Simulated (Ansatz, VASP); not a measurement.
Al: VASP beside Ansatz

```xyz
5
Lattice="2.8394 0.0000 0.0000 -1.4197 2.4590 0.0000 0.0000 0.0000 24.2735" Properties=species:S:1:pos:R:3 pbc="T T T"
Al    1.4197    0.8197    7.4602
Al    0.0000    1.6393    9.8113
Al    0.0000    0.0000   12.1368
Al    1.4197    0.8197   14.4622
Al    0.0000    1.6393   16.8133
```

Alike in both runs: functional PBEsol; k mesh 12 × 12 × 1; occupations gaussian, width 0.1 eV; no spin polarisation.

Ansatz relaxed the structure, and its values are those at the end. VASP's run is a single point on that final structure, the one shown.

|  | VASP | Ansatz |
| --- | --- | --- |
| version | VASP 6.6.1 | Ansatz 0.2.0 |
| potentials or method | VASP PAW PBE potentials, release 64 (Al) | scalar-relativistic, plane waves, PAW |
| plane-wave cutoff (eV) | 520 | 420 |
| valence electrons in the cell | 15 | 15 |

```tsv
	VASP	Ansatz	Ansatz less VASP
gap on the k mesh at the Fermi level (eV)	none	none	-
work function, face that differs most (eV)	4.18	4.18	0.000
```

A gap of «none» marks a metal or a gap that the smearing closes. Ansatz warned: «xc_potential_rough_in_thin_density».
